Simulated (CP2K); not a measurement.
# W under changes of volume

One of the cells (16.731 Å³/atom); the others are scaled copies at fixed shape and fractional positions:

```
W
1.0
     2.87085    0.00000    0.00000
     1.43543    2.48623    0.00000
     1.43543    0.82874    2.34404
W
1
Direct
  0.00000 0.00000 0.00000
```

This isn't the form of W at room conditions, which is bcc.

```yaml
Program: CP2K 2026.2
Functional: PBEsol
Potentials_or_basis: POTENTIAL_UZH W GTH-PBE-q14; TZVP-MOLOPT-PBE-GTH basis
Density_cutoff: 6123 eV
k_mesh: 11 × 11 × 11
Occupations: fermi-dirac, width 0.05 eV
Spin: no spin polarisation
```

```tsv
volume (Å³/atom)	energy over the lowest point (meV/atom)	pressure (GPa)
15.727	3.64	5.2
16.062	0.00	-1.6
16.396	10.02	-7.6
16.731	31.42	-13.1
17.065	?	?
17.400	106.68	-22.1
17.735	157.25	-25.9
```

Question: What does the run at 17.065 Å³/atom give?

Answer: Energy over the lowest point 64.24 meV/atom; pressure -17.9 GPa.

Worked out: A Birch-Murnaghan fit of order 3 (a polynomial in V^(-2/3)) to the other rows has its minimum at 15.98 Å³/atom with B0 = V·E''(V) = 317 GPa and B' = 4.4. It gives 64.25 meV/atom at 17.065 Å³/atom, against the run's 64.24, and -dE/dV = -18.0 GPa, against -17.9.

Energies are extrapolated to zero smearing.

Caveats: the potentials were made for another functional, which shifts forces and pressure; the basis of atomic orbitals isn't converged, which shifts pressures, moduli and gaps.
